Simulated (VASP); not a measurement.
A run of VASP 6.6.1:

File POSCAR:

```
As
1.0
    3.9483955560      0.0000000000      0.0000000000
   -1.9741977781      3.4194108558      0.0000000000
    0.0000000000      0.0000000000      4.4795869304
As
3
Direct
    0.2254000000      0.0000000000      0.3333333333
    0.0000000000      0.2254000000      0.6666666667
    0.7746000000      0.7746000000      0.0000000000
```

INCAR.step1

```
SYSTEM = As
PREC = Accurate ; ENCUT = 520
ISMEAR = 0 ; SIGMA = 0.1
LREAL = .False. ; LASPH = .True.
NELM = 100 ; NBANDS = 14
GGA = PE ; ALGO = Normal
EDIFF = 1E-4 ; LWAVE = .True.
LCHARG = .False.
```

INCAR.step2

```
SYSTEM = As
PREC = Accurate ; ENCUT = 520
EDIFF = 1E-6 ; ISMEAR = 0
SIGMA = 0.1 ; LREAL = .False.
LASPH = .True. ; NELM = 100
ALGO = Normal ; ISIF = 2
LWAVE = .False. ; LCHARG = .True.
METAGGA = R2SCAN ; LMIXTAU = .True.
LELF = .True. ; LVHAR = .True.
NBANDS = 14 ; ISTART = 1
```

File KPOINTS:

```
regular mesh
0
Gamma
  6 6 4
  0 0 0
```

Potentials or basis: VASP PAW PBE potentials, release 64 (As).

Launch:

```console
$ cat potpaw_PBE.64/As/POTCAR > POTCAR
$ cp INCAR.step1 INCAR
$ mpirun -np 1 vasp_std > vasp.out
$ cp INCAR.step2 INCAR
$ mpirun -np 1 vasp_std > vasp.out
```

Hardware: 1 thread of AMD EPYC 9R45 (Zen 5), with other jobs on the host.

Q: How long does it take, and how much memory?

A: Run time: 51 s on 1 thread of AMD EPYC 9R45 (Zen 5), with other jobs on the host, peak memory 0.15 GiB. Counts: scf iterations 10, k points 24.
